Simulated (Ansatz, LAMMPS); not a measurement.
# Amorphous SiO2 (96 atoms): geometry optimisation

Aim: bring amorphous SiO2 (96 atoms) to a nearby minimum of the energy and see what moves.

Main program and level: Ansatz 0.2.0; Kohn-Sham DFT, PBE, PAW (set soft_2), plane waves.

**Experiments to compare with.** A silica glass plate was measured by high-energy x-ray diffraction at 20 K and the Si-O distance was taken from the first PDF peak (“Polyhedral units and network connectivity in calcium aluminosilicate glasses from high-energy x-ray diffraction”, 2000, arxiv:cond-mat/0007490): nearest Si–O distance 1.61 Å; number of O about Si 4. The nearest silicon-silicon distance in amorphous silica was obtained by fitting a symmetric peak to the measured radial distribution (as quoted in “New insights into the origin of the first sharp diffraction peak in amorphous silica from an analysis of chemical and radial ordering”, 2024, arxiv:2403.10632): nearest Si–Si distance 3.08 Å; nearest O–O distance 2.63 Å. The mean Si-O-Si angle was obtained by reanalysing earlier high-energy photon diffraction data in combination with published neutron diffraction data on silica glass (“Bond angle distribution in amorphous germania and silica”, 1996, arxiv:chem-ph/9603004): Si–O–Si angle 148.3 °.

Most raw output is cut from this account.

## 1. Set-up

The cell holds 96 atoms: 32 Si and 64 O. Its edges and angles: a = 10.447 Å, b = 10.447 Å, c = 10.447 Å, α = 90.0°, β = 90.0°, γ = 90.0°. 96 atoms (32 Si, 64 O) placed at random at 2.8 g/cm³, melted at 5000 K for 10 ps at fixed volume with the Vashishta potential (Vashishta, Kalia, Rino and Ebbsjo, Phys. Rev. B 41, 12197 (1990)). Quenched from 5000 K to 300 K at 50 K/ps and fixed volume, held 5 ps, then minimised at fixed cell. The density is one point of a scan and needn't be that of the real material.

What the set-up can't give: The quench rate of 50 K/ps is orders of magnitude faster than experiment, which tends to freeze in extra defects. The network of bonds at the start is that of the classical potential that made the cell. Only the Γ point is sampled in the main run, in a cell whose shortest periodic width is 10 Å.

## 2. How the cell was made

A classical potential makes the cell, at a small fraction of what the same run would cost in DFT.

This step: classical MD, Vashishta potential (Vashishta, Kalia, Rino and Ebbsjo, Phys. Rev. B 41, 12197 (1990)) (LAMMPS 22 Jul 2025 - Update 4).

File in.lmp:

```
# melt-quench of Si32O64
units metal
atom_style atomic
boundary p p p
region box block 0 10.4471 0 10.4471 0 10.4471
create_box 2 box
mass 1 28.0850   # Si
mass 2 15.9990   # O
create_atoms 1 random 32 4108 NULL overlap 1.4 maxtry 2000
create_atoms 2 random 64 4115 NULL overlap 1.4 maxtry 2000
pair_style vashishta/table 100000 0.2
pair_coeff * * SiO.1990.vashishta Si O
neigh_modify delay 0 every 1 check yes
thermo_style custom step time temp pe press density
thermo_modify norm yes
timestep 0.001
thermo 100
min_style cg
minimize 1e-4 1e-4 200 2000
reset_timestep 0
velocity all create 5000 4109 mom yes dist gaussian
fix lim all nve/limit 0.05
fix lan all langevin 5000 5000 0.1 4110 zero yes
thermo 500
run 1000 post no
unfix lim
unfix lan
thermo 1666
fix md all nvt temp 5000 5000 0.1
run 10000 post no
unfix md
thermo 9400
fix md all nvt temp 5000 300 0.1
run 94000 post no
unfix md
thermo 2500
fix md all nvt temp 300 300 0.1
run 5000 post no
unfix md
thermo 100
min_style cg
minimize 0 1e-3 2000 20000
write_dump all custom glass.dump id type xs ys zs modify sort id
```

Launch:

```console
$ lmp -in in.lmp -log none -nocite
```

Elapsed: 94 s, on 1 thread of Arm Neoverse V1, shared host; peak memory 0.072 GiB.

## 3. Single point at the start

The forces at the start show how far the geometry lies from a minimum of this functional.

File input.yaml:

```yaml
crystal:
  lattice:
    - [10.4471, 0.0, 0.0]
    - [0.0, 10.4471, 0.0]
    - [0.0, 0.0, 10.4471]
  atoms:
    - { symbol: Si, position: [0.79258, 0.4297, 0.5897] }
    - { symbol: Si, position: [0.73732, 0.66046, 0.90941] }
    - { symbol: Si, position: [0.31244, 0.41162, 0.17404] }
    - { symbol: Si, position: [0.43612, 0.26967, 0.95776] }
    - { symbol: Si, position: [0.9414, 0.41636, 0.34914] }
    - { symbol: Si, position: [0.9811, 0.90931, 0.44439] }
    - { symbol: Si, position: [0.58924, 0.62124, 0.50107] }
    - { symbol: Si, position: [0.94443, 0.47535, 0.03953] }
    - { symbol: Si, position: [0.25851, 0.44314, 0.70384] }
    - { symbol: Si, position: [0.44728, 0.24029, 0.57752] }
    - { symbol: Si, position: [0.26569, 0.81005, 0.48795] }
    - { symbol: Si, position: [0.10995, 0.69214, 0.00618] }
    - { symbol: Si, position: [0.63163, 0.037, 0.70194] }
    - { symbol: Si, position: [0.30703, 0.86807, 0.06011] }
    - { symbol: Si, position: [0.69439, 0.21352, 0.05274] }
    - { symbol: Si, position: [0.95134, 0.78663, 0.76081] }
    - { symbol: Si, position: [0.64612, 0.40178, 0.84048] }
    - { symbol: Si, position: [0.02956, 0.56557, 0.574] }
    - { symbol: Si, position: [0.9301, 0.84255, 0.16891] }
    - { symbol: Si, position: [0.6143, 0.04932, 0.26754] }
    - { symbol: Si, position: [0.95151, 0.09352, 0.02882] }
    - { symbol: Si, position: [0.04055, 0.27734, 0.83653] }
    - { symbol: Si, position: [0.531, 0.38239, 0.34987] }
    - { symbol: Si, position: [0.39049, 0.68951, 0.7171] }
    - { symbol: Si, position: [0.54929, 0.86387, 0.91131] }
    - { symbol: Si, position: [0.11102, 0.21811, 0.24666] }
    - { symbol: Si, position: [0.37893, 0.68584, 0.25717] }
    - { symbol: Si, position: [0.92313, 0.07362, 0.66264] }
    - { symbol: Si, position: [0.20484, 0.07708, 0.91407] }
    - { symbol: Si, position: [0.64776, 0.77539, 0.15077] }
    - { symbol: Si, position: [0.69667, 0.87786, 0.48333] }
    - { symbol: Si, position: [0.33606, 0.07424, 0.37633] }
    - { symbol: O, position: [0.70263, 0.15276, 0.1964] }
    - { symbol: O, position: [0.79729, 0.76303, 0.18976] }
    - { symbol: O, position: [0.8468, 0.84516, 0.49397] }
    - { symbol: O, position: [0.16753, 0.3553, 0.79464] }
    - { symbol: O, position: [0.20818, 0.10738, 0.29487] }
    - { symbol: O, position: [0.32998, 0.69731, 0.40362] }
    - { symbol: O, position: [0.52797, 0.68779, 0.19694] }
    - { symbol: O, position: [0.98147, 0.0413, 0.52349] }
    - { symbol: O, position: [0.92703, 0.94281, 0.05112] }
    - { symbol: O, position: [0.64468, 0.55418, 0.85248] }
    - { symbol: O, position: [0.64924, 0.76598, 0.99018] }
    - { symbol: O, position: [0.21778, 0.00977, 0.77977] }
    - { symbol: O, position: [0.34144, 0.93675, 0.44576] }
    - { symbol: O, position: [0.39107, 0.35413, 0.29245] }
    - { symbol: O, position: [0.99394, 0.54567, 0.42207] }
    - { symbol: O, position: [0.82821, 0.37046, 0.44894] }
    - { symbol: O, position: [0.49596, 0.63465, 0.62027] }
    - { symbol: O, position: [0.47223, 0.77549, 0.81379] }
    - { symbol: O, position: [0.98182, 0.20674, 0.71381] }
    - { symbol: O, position: [0.70398, 0.35014, 0.97589] }
    - { symbol: O, position: [0.55078, 0.29126, 0.47327] }
    - { symbol: O, position: [0.50733, 0.33914, 0.84169] }
    - { symbol: O, position: [0.31486, 0.18249, 0.92772] }
    - { symbol: O, position: [0.31848, 0.56604, 0.77636] }
    - { symbol: O, position: [0.52494, 0.52444, 0.40478] }
    - { symbol: O, position: [0.11583, 0.83333, 0.45545] }
    - { symbol: O, position: [0.62314, 0.75451, 0.43254] }
    - { symbol: O, position: [0.03797, 0.74989, 0.8828] }
    - { symbol: O, position: [0.25312, 0.7416, 0.99257] }
    - { symbol: O, position: [0.00772, 0.70172, 0.64427] }
    - { symbol: O, position: [0.71724, 0.36508, 0.70809] }
    - { symbol: O, position: [0.18724, 0.32266, 0.16171] }
    - { symbol: O, position: [0.33885, 0.16912, 0.49594] }
    - { symbol: O, position: [0.92937, 0.47314, 0.64632] }
    - { symbol: O, position: [0.20886, 0.98097, 0.03271] }
    - { symbol: O, position: [0.99685, 0.15988, 0.15993] }
    - { symbol: O, position: [0.72032, 0.56142, 0.55415] }
    - { symbol: O, position: [0.76998, 0.09541, 0.66677] }
    - { symbol: O, position: [0.62323, 0.97925, 0.84446] }
    - { symbol: O, position: [0.29181, 0.7745, 0.63517] }
    - { symbol: O, position: [0.16907, 0.50671, 0.59478] }
    - { symbol: O, position: [0.39464, 0.38623, 0.04821] }
    - { symbol: O, position: [0.04732, 0.30422, 0.35704] }
    - { symbol: O, position: [0.61808, 0.92214, 0.18085] }
    - { symbol: O, position: [0.06448, 0.1459, 0.92728] }
    - { symbol: O, position: [0.32641, 0.82184, 0.20286] }
    [... 12 atom lines left out ...]
    - { symbol: O, position: [0.80899, 0.73788, 0.79817] }
    - { symbol: O, position: [0.5457, 0.18167, 0.02042] }
    - { symbol: O, position: [0.95456, 0.36442, 0.93013] }
    - { symbol: O, position: [0.84066, 0.58559, 0.99665] }
    - { symbol: O, position: [0.9198, 0.44104, 0.19285] }
    - { symbol: O, position: [0.81287, 0.14021, 0.9829] }
kpoints:
  mp_grid: { grid: [1, 1, 1] }
hamiltonian:
  xc: pbe
scf:
  occupations: { method: fermi_dirac, width: 0.025 }
output:
  forces: true
```

Launch:

```console
$ ansatz run input.yaml --threads 4 --pin off --max-ram 8192MiB --backend cpu --events-out ev --progress --plain --runs-dir out
```

The job ended after 11 s (4 threads of Arm Neoverse V1, shared host; peak memory 1.3 GiB; 43 s of CPU time).

Numbers from this run:

```
free energy            : -56750.1878 eV
free energy per atom   : -591.1478 eV/atom
SCF cycles             : 10
r.m.s. force component : 0.9383 eV/Å
longest force          : 7.151 eV/Å
Fermi energy           : 7.33 eV
```

The r.m.s. force component of 0.94 eV/Å sets the starting point.

Neighbours are counted within 2.02 Å (O-Si).

Length of the force by element and coordination:

```csv
element,coordination,atoms,mean length of the force (eV/Å),spread,least,most
O,all,64,1.04,0.493,0.199,2.51
O,1,2,0.981,0.284,0.697,1.26
O,2,60,1.04,0.485,0.199,2.51
O,3,2,1.09,0.811,0.284,1.91
Si,all,32,1.76,1.47,0.484,7.15
```

## 4. Relaxation

The atoms are relaxed in the fixed cell, aiming at the force tolerance of the input.

input.yaml, as its differences from that of step 3:

```diff
@@ -15 +15,4 @@
   forces: true
+relax:
+  f_tol: 0.04
+  max_steps: 250
```

Run time: 77 s. Hardware: 4 threads; peak memory 1.3 GiB.

Step by step:

```csv
step,energy less that of the first step (eV),largest force component (eV/Å)
1,0.0000,4.7612
2,-1.9209,3.4814
3,-3.9916,1.1050
4,-4.5689,0.9436
5,-4.8858,0.2868
6,-4.8772,0.1857
7,-4.9036,0.2252
8,-4.9269,0.0527
9,-4.9282,0.0164
```

Relaxation step 6 was tried and not accepted.

The atoms that moved most (Å):

```csv
atom,dx,dy,dz,length
Si15,-0.111,0.356,0.448,0.583
O57,0.349,-0.029,-0.290,0.454
O96,-0.058,0.362,0.254,0.446
O85,0.111,-0.338,-0.242,0.430
Si21,-0.146,0.161,0.212,0.303
O49,-0.079,-0.185,-0.201,0.284
O92,-0.015,0.045,0.275,0.279
O33,0.145,-0.115,0.200,0.272
```

The relaxation changed the energy by -51.3 meV/atom, and atoms moved by 0.16 Å r.m.s., 0.58 Å at most.

## 5. Distances and neighbours after relaxation

Bonds before and after, by the cutoffs listed below:

```csv
pair,bonds before,bonds after,mean before (Å),mean after (Å),spread before (Å),spread after (Å)
O-Si,128,129,1.614,1.636,0.022,0.042
```

Density 2.8 g/cm³, 11.88 Å³ an atom.

g(r), total and by pair (bins of 0.2 Å):

```csv
r (Å),total,O-O,O-Si,Si-Si
1.50,0.40,0.00,0.90,0.00
1.70,4.31,0.00,9.70,0.00
1.90,0.03,0.00,0.07,0.00
2.10,0.00,0.00,0.00,0.00
2.30,0.05,0.12,0.00,0.00
2.50,0.74,1.66,0.00,0.00
2.70,2.00,4.45,0.03,0.12
2.90,0.83,0.98,0.23,2.63
3.10,1.06,0.74,0.77,3.52
3.30,0.85,0.74,1.11,0.25
3.50,0.93,0.64,1.41,0.21
3.70,0.94,0.68,1.33,0.39
3.90,0.96,0.54,1.42,0.83
4.10,1.23,0.68,1.77,1.32
4.30,1.17,0.97,1.40,1.10
4.50,0.93,1.00,0.76,1.31
4.70,1.02,1.42,0.60,1.04
4.90,1.06,1.36,0.66,1.50
5.10,1.03,1.32,0.76,0.91
```

Bonds by pair of elements; cutoffs follow the first minimum of g(r), held within bounds set by covalent radii, and pairs that aren't listed don't count as bonded:

```csv
pair A-B,cutoff (Å),bonds,mean length (Å),spread (Å),shortest (Å),B about A,A about B
O-Si,2.16,129,1.64,0.042,1.54,2.02,4.03
```

How many atoms have how many bonded neighbours:

```csv
element,mean,1,2,3,4,5
O,2.02,1,61,2,0,0
Si,4.03,0,0,0,31,1
```

Bond angles, per cent of each kind in bins of 5°:

```csv
angle (°),O-Si-O,Si-O-Si
80–85,0.5,0.0
85–90,1.5,0.0
90–95,0.5,0.0
95–100,3.6,0.0
100–105,14.8,0.0
105–110,39.8,0.0
110–115,26.5,1.5
115–120,6.6,7.5
120–125,3.6,17.9
125–130,1.5,10.4
130–135,0.0,16.4
135–140,0.0,10.4
140–145,0.0,9.0
145–150,0.5,9.0
150–155,0.0,9.0
155–160,0.0,4.5
160–165,0.5,0.0
165–170,0.0,1.5
170–175,0.0,3.0
```

Bond angles (no mean is given where the spread exceeds 20°):

```csv
angle,count,mean (°),spread (°)
O-Si-O,196,109,7.9
Si-O-Si,67,136,14
```

Oxygen atoms by the number of network formers (Si, P, Ge, B, Al, As, Ga) bound to them:

```csv
network formers bound to O,O atoms,per cent
0,0,0
1,1,1.6
2,61,95.3
3,2,3.1
```

Network units: each former by its oxygen neighbours and how many of them bridge to another former:

```csv
former,O neighbours,bridging O,atoms
Si,4,3,1
Si,4,4,30
Si,5,5,1
```

Bond length by coordination (bonds to H left out):

```csv
element,coordination,atoms,mean bond length (Å)
O,1,1,1.54
O,2,61,1.63
O,3,2,1.78
Si,4,31,1.63
Si,5,1,1.72
```

Rings of the network by King's shortest-path rule, up to 12 atoms, one path for each pair of neighbours; H, halogens, alkali and alkaline-earth atoms are left out, and the last column divides by all other atoms, bonded or not:

```csv
ring size (atoms),rings,per network atom
6,2,0.021
8,4,0.042
10,16,0.167
12,17,0.177
```

For some of the pairs, g(r) has its first main peak near 2.6 Å (O-O), 1.6 Å (O-Si) and 3.0 Å (Si-Si). With the cutoffs above, 95 % of O atoms have 2 and 97 % of Si atoms have 4 bonded neighbours. The O-Si-O angle averages 109° with a spread of 8°. 95 % of the oxygens bridge two formers (Si) and 2 % are non-bridging; 3 % join three. The commonest Si unit has 4 oxygens, 4 of them shared with other formers (30 of 32 atoms). Rings of 12 atoms are the most common (44 % of those counted); sizes run from 6 to 12, where the search stops.

(Part 1 of 2 ends here.)

[Logs are printed without paths, hosts, clocks, repeated set-up lines and the standing remarks that a program may print on its own settings, such as how far it seeks lower states.]

[Hosts, paths, dates, database ids (printed as entryN), source tags and the programs' standing remarks are cut or masked in the printed files.]
